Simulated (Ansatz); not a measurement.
# CuAu under changes of volume

One of the cells (15.351 Å³/atom); the others are scaled copies at fixed shape and fractional positions:

```xyz
2
Lattice="1.4431 0.8331 4.2562 -1.4431 0.8331 4.2562 0.0000 -1.6663 4.2562" Properties=species:S:1:pos:R:3 pbc="T T T"
Au    0.0000    0.0000    0.0000
Cu    0.0000    0.0000    6.3843
```

The cell comes from a database or a generator and needn't be the stable form of this composition.

```yaml
Program: Ansatz 0.2.0
Functional: PBEsol
Potentials_or_basis: all-electron LAPW, scalar-relativistic
Cutoff: 294 eV (chosen from the basis error)
Basis_error_allowed: 0.0005 eV/atom
k_mesh: 11 × 11 × 11
Occupations: fermi-dirac, width 0.05 eV
Spin: no spin polarisation
```

```csv
volume (Å³/atom),energy over the lowest point (meV/atom),pressure (GPa)
14.430,0.00,0.8
14.737,1.77,-2.6
15.044,9.61,-5.5
15.351,22.73,-8.1
15.658,40.46,-10.3
15.965,62.19,-12.3
16.272,?,?
```

What does the run at 16.272 Å³/atom give?

Energy over the lowest point 87.38 meV/atom; pressure -14.0 GPa.

Worked out: A Birch-Murnaghan fit of order 3 (a polynomial in V^(-2/3)) to the other rows has its minimum at 14.50 Å³/atom with B0 = V·E''(V) = 166 GPa and B' = 5.4 at fixed shape and positions, which overstates the stiffness. It gives 87.40 meV/atom at 16.272 Å³/atom, against the run's 87.38, and -dE/dV = -14.0 GPa, against -14.0.

Energies are extrapolated to zero smearing.
